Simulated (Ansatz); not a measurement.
**Calculated with Ansatz: Sr$_{2}$HgPdCl$_{6}$, settings compared**

Launch command:

```bash
ansatz run input.yaml --threads 1 --pin off --max-ram 2560MiB --backend cpu --events-out ev --progress --plain --runs-dir out
```

The input file (Ansatz 0.2.0, plane waves):

```yaml
crystal:
  lattice:
    - [0.0, 7.27205, 0.0]
    - [7.27205, 0.0, 0.0]
    - [3.636025, 3.636025, -5.319986]
  atoms:
    - { symbol: Pd, position: [0.0, 0.0, 0.0] }
    - { symbol: Hg, position: [0.5, 0.5, 0.0] }
    - { symbol: Cl, position: [0.288, 0.288, 0.424] }
    - { symbol: Cl, position: [0.712, 0.712, 0.576] }
    - { symbol: Sr, position: [0.75, 0.25, 0.5] }
    - { symbol: Sr, position: [0.25, 0.75, 0.5] }
    - { symbol: Cl, position: [0.218, 0.218, 0.0] }
    - { symbol: Cl, position: [0.218, 0.782, 0.0] }
    - { symbol: Cl, position: [0.782, 0.782, 0.0] }
    - { symbol: Cl, position: [0.782, 0.218, 0.0] }
  symmetry: { tolerance: 0.0003 }
kpoints:
  mp_grid: { grid: [4, 4, 4], shift: [0, 0, 0] }
magnetization:
  spin_polarized: false
scf:
  occupations: { method: fermi_dirac }
hamiltonian:
  pseudopotentials: { kind: paw }
  xc: r2scan
basis:
  ecutwfc: 500
output:
  forces: true
  stress: true
  eigenvalues: true
  write_density: true
  write_potential: true
  elf: true
  volumetric_format: npy
```

Origin of the cell: a known structure type with other elements, at an estimated volume, so it need not be a known compound.

The smearing width isn't typed, so it takes its default of 0.1 eV.

Output of this run (shortened):

```
SCF iter   1: F=—  HF=-34437.107996 eV  Δρ=2.14e-2  dr2=2.15e0  dr2_τ=1.23e-1
SCF iter   2: F=—  HF=-34436.958972 eV  Δρ=1.78e-2  dr2=1.13e0  dr2_τ=1.41e-1
SCF iter   3: F=—  HF=-34436.834143 eV  Δρ=2.72e-3  dr2=3.48e-2  dr2_τ=4.25e-3
SCF iter   4: F=—  HF=-34436.832695 eV  Δρ=1.44e-3  dr2=5.85e-3  dr2_τ=4.99e-4
SCF iter   5: F=—  HF=-34436.831933 eV  Δρ=5.09e-4  dr2=1.15e-3  dr2_τ=3.44e-5
SCF iter   6: F=—  HF=-34436.831868 eV  Δρ=5.61e-5  dr2=7.87e-6  dr2_τ=1.65e-6
SCF iter   7: F=—  HF=-34436.831773 eV  Δρ=3.02e-5  dr2=3.17e-6  dr2_τ=1.67e-7
SCF iter   8: F=—  HF=-34436.831774 eV  Δρ=7.50e-6  dr2=2.42e-7  dr2_τ=1.83e-8
SCF iter   9: F=-34436.831773 eV  HF=-34436.831773 eV  Δρ=1.71e-6  dr2=1.23e-8  dr2_τ=3.46e-10
SCF 1 converged in 9 iterations: F = -34436.831773 eV  dr2 = 1.23e-8
SCF converged after 9 iterations
Free energy (F): -34436.831773 eV
Harris-Foulkes:  -34436.831773 eV  (|F-HF|=9.77e-9)
Internal energy: -34436.750586 eV  (E = F + TS)
E sigma→0 (E₀):  -34436.791180 eV
Entropy (-TS):   -0.081188 eV (-8.119 meV/atom)
Fermi energy:    8.382734 eV
--- Per-component energies (eV) ---
  E_band       = -1280.160037
  E_kinetic    = 2578.112262
  E_local      = -10872.305063  (includes V_loc(G=0)·N_el)
  E_nonlocal   = 868.645430
  E_hartree    = 4299.483189
  E_xc         = -1320.075482
  E_vxc        = -1686.256913  (∫ρ·V_xc dr)
  E_paw        = -23176.325829  (= ΣΔE_a)
  E_vpaw       = -866.375194  (= ΣTr[D̂ρ^β])
  E_aug_tail   = 0.000701  (compensation charges beyond the density's cutoff)
  E_vtau       = 99.045095  (kinetic-family band-sum trace: ∫τ·v_τ [+ j·A + Jᵃ·Aᵃ] dr)
  E_ewald      = -6812.574266
  E_core_change = -1.711528  (= ΣΔE_core)
  E_smearing   = -0.081188  (= −TS)
  Σ components = -34436.831773   (vs F -34436.831773, Δ=0.00e0)
--- Forces (eV/Å), atoms counted from 1 ---
  atom   1  Pd     0.000000    -0.000000     0.000000
[… 4 lines left out …]
  atom   6  Sr     0.000000     0.000000    -0.000000
  atom   7  Cl     1.758201     1.758201     0.000000
  atom   8  Cl    -1.758201     1.758201     0.000000
  atom   9  Cl    -1.758201    -1.758201     0.000000
  atom  10  Cl     1.758201    -1.758201     0.000000
  max |Σ_I F_I| component: 6.66e-16 eV/Å
--- Stress (GPa, compression-positive) ---
        4.156050       0.000000       0.000000
        0.000000       4.156050       0.000000
        0.000000       0.000000       4.368885
  P = ⅓ Tr σ = 4.2270 GPa (42.270 kbar)
```

The same input was run again with these changes:

1. `scf.convergence.dr2_threshold` default → 1.0e-11; `scf.occupations.method` fermi_dirac → gaussian; `scf.occupations.width` default → 0.025; typed moments: none
2. `basis.ecutwfc` 500 → "14.7 Ry"
3. `scf.initial_density.chi_scale` default → 0.0; `scf.mixing.preconditioner` default → ldos
4. `scf.occupations` { method: fermi_dirac } → { method: gaussian, width: 1.0 }; `scf.max_iter` default → 80

| run | end | SCF iterations | P (GPa) | max force component (eV/Å) | moment (μB) | ΔE(σ→0) (meV/atom) |
| --- | --- | --- | --- | --- | --- | --- |
| base | converged | 9 | 4.23 | 3.187 | – | 0 |
| 1 | converged | 14 | 4.22 | 3.173 | – | 0.62 |
| 2 | converged | 11 | 4.08 | 3.336 | – | 2512.93 |
| 3 | converged | 9 | 4.23 | 3.187 | – | 0.00 |
| 4 | converged | 8 | 4.25 | 3.083 | – | -0.59 |

Energies are compared only where functional, datasets, charge and starting cell are the same.

Not properties of the system: run 2 (too coarse or loose: `basis.ecutwfc` = "14.7 Ry").

Caveats of the base run: no spin, though holes on the anions or broken bonds may carry moments; no spin-orbit coupling, though heavy elements are present.

Run 2: the cutoff lies below the datasets' advice.
Run 4: wide smearing.

The base run ran for 48 s on 1 thread of Intel(R) Xeon(R) Platinum 8259CL CPU @ 2.50GHz (Skylake/Cascade Lake), with other jobs on the host, peak memory 1.4 GiB, from the program's own first density.
